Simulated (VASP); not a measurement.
Wanted: the native input for a VASP 6.6.1 run.

```
Task                   : single point
Functional             : r2SCAN
Potentials or basis    : VASP PAW PBE potentials, release 64 (Zn, Ga_d, O)
Cutoff                 : 520 eV
k mesh                 : 10 × 10 × 4
Occupations            : gaussian, width 0.1 eV
Spin                   : no spin polarisation
Further INCAR settings : ALGO = Normal; EDIFF = 1e-06; NBANDS = 43
```

The structure of Zn2Ga2O3 lies in POSCAR:

```
Zn2Ga2O3
1.0
    3.2131780000      0.0000000000      0.0000000000
   -1.6065890000      2.7826930000      0.0000000000
    0.0000000000      0.0000000000     11.5488500000
Zn Ga O
2 2 3
Direct
    0.0000000000      0.0000000000      0.0000000000
    0.3333330000      0.6666670000      0.5000000000
    0.0000000000      0.0000000000      0.2156360000
    0.0000000000      0.0000000000      0.7843640000
    0.3333330000      0.6666670000      0.2770300000
    0.3333330000      0.6666670000      0.7229700000
    0.0000000000      0.0000000000      0.5000000000
```

The cell was built by a generator and needn't be a form met in nature.

These files were run (other wordings do the same):

INCAR

```
ALGO     = Normal         # electronic algorithm
EDIFF    = 1E-6           # SCF threshold, eV
ENCUT    = 520            # plane-wave cutoff, eV
ISIF     = 2              # what is computed and relaxed
ISMEAR   = 0              # smearing method
KPAR     = 2            
LASPH    = True           # aspherical terms in the spheres
LCHARG   = False          # write CHGCAR
LMIXTAU  = True         
LREAL    = False          # projectors in reciprocal space
LWAVE    = False          # write WAVECAR
METAGGA  = R2SCAN         # meta-GGA
NBANDS   = 43             # bands
NELM     = 150            # most SCF steps
PREC     = Accurate       # precision mode
SIGMA    = 0.1            # smearing width, eV
```

KPOINTS

```
k-points
0
Gamma
  10 10 4
```

Potentials or basis: VASP PAW PBE potentials, release 64 (Zn, Ga_d, O).

Command:

```console
$ cat potpaw_PBE.64/Zn/POTCAR potpaw_PBE.64/Ga_d/POTCAR potpaw_PBE.64/O/POTCAR > POTCAR
$ mpirun -np 2 vasp_std > vasp.out
```

It gave:

| Item | Value |
| --- | --- |
| Pressure | -4.5 GPa |
| Largest force | 0.250 eV/Å |
| Band gap on the k mesh | none (metal or under the smearing width) |

Caveat: the PAW data sets were made with another functional, which shifts forces and pressure a little.

It took 4.8 min on 2 MPI ranks on Intel(R) Xeon(R) Platinum 8559C (Emerald Rapids), with other jobs on the host, peak memory 0.32 GiB a rank.
